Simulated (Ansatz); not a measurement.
# Si: the cost of one run

Computed with Ansatz 0.2.0 (DFT PBEsol, scalar-relativistic, plane waves, PAW, unless a step's input says otherwise).

1 further run of the same task is left out (set aside as unsound or not needed).

**1. The system as given**

Symmetry: Pmm2, No. 25, orthorhombic system. Conventional cell: a = 3.842 Å, b = 3.842 Å, c = 23.791 Å, α = 90.00°, β = 90.00°, γ = 90.00°. Si (site symmetry mm2) has 2 Si at 2.35 Å as nearest neighbours. Around Si (site symmetry mm2) lie 4 Si at 2.35 Å. Si (site symmetry mm2) is surrounded by 4 Si at 2.34 to 2.35 Å. Around Si (site symmetry mm2) lie 2 Si at 2.34 Å.

As a file:

```xyz
6
Lattice="3.8417 0.0000 0.0000 0.0000 3.8417 0.0000 0.0000 0.0000 23.7913" Properties=species:S:1:pos:R:3 pbc="T T T"
Si    0.0000    1.9209    8.5000
Si    0.0000    0.0000    9.8583
Si    1.9209    0.0000   11.2165
Si    1.9209    1.9209   12.5668
Si    0.0000    1.9209   13.9273
Si    0.0000    0.0000   15.2590
```

Planes are indexed in the bulk's conventional cell (Fd-3m (No. 227)), a = 5.433 Å, b = 5.433 Å, c = 5.433 Å, α = 90.00°, β = 90.00°, γ = 90.00°.

This (100) slab, 6.8 Å thick as cut, with 17 Å of vacuum; its outer planes are Si (top) and Si (bottom), was relaxed beforehand with its lower half held: -3724.8377 eV, work function 5.33 eV (top face), 5.35 eV (bottom face).

**2. Si at the top (Si) site**

With the adsorbate the run is spin-polarised.

input.yaml

```yaml
crystal:
  lattice:
    - [3.8417168278, 0.0, 0.0]
    - [0.0, 3.8417168278, 0.0]
    - [0.0, 0.0, 25.7912600509]
  atoms:
    - { symbol: Si, position: [0.0, 0.5, 0.3295690084] }
    - { symbol: Si, position: [0.0, 0.0, 0.3822322752] }
    - { symbol: Si, position: [0.5, 0.0, 0.4348955421] }
    - { symbol: Si, position: [0.5, 0.5, 0.4872505137] }
    - { symbol: Si, position: [0.0, 0.5, 0.5400001624] }
    - { symbol: Si, position: [0.0, 0.0, 0.5916358918] }
    - { symbol: Si, position: [0.0, 0.0, 0.6777115622], spin: 2.0 }
basis:
  ecutwfc: 420
kpoints:
  mp_grid: { grid: [8, 8, 1] }
hamiltonian:
  xc: pbesol
scf:
  occupations: { method: gaussian, width: 0.05 }
output:
  forces: true
  eigenvalues: true
  populations: true
  write_density: true
  write_potential: true
  elf: true
  volumetric_format: npy
magnetization:
  spin_polarized: true
relax:
  adjacent_minimum: "off"
  f_tol: 0.03
  max_steps: 70
  constraints: [{ sites: [0, 1, 2] }]
efield:
  axis: 3
  dipole_correction: true
  ramp_width: 0.04
```

Run with:

```console
$ ansatz run input.yaml --threads 1 --pin off --max-ram 2560MiB --backend cpu --events-out ev --progress --plain --runs-dir out
```

What time and memory should one allow on 1 thread of Intel Xeon 6975P-C (Granite Rapids), shared host?

About 3.2 min, with a peak of 0.77 GiB.
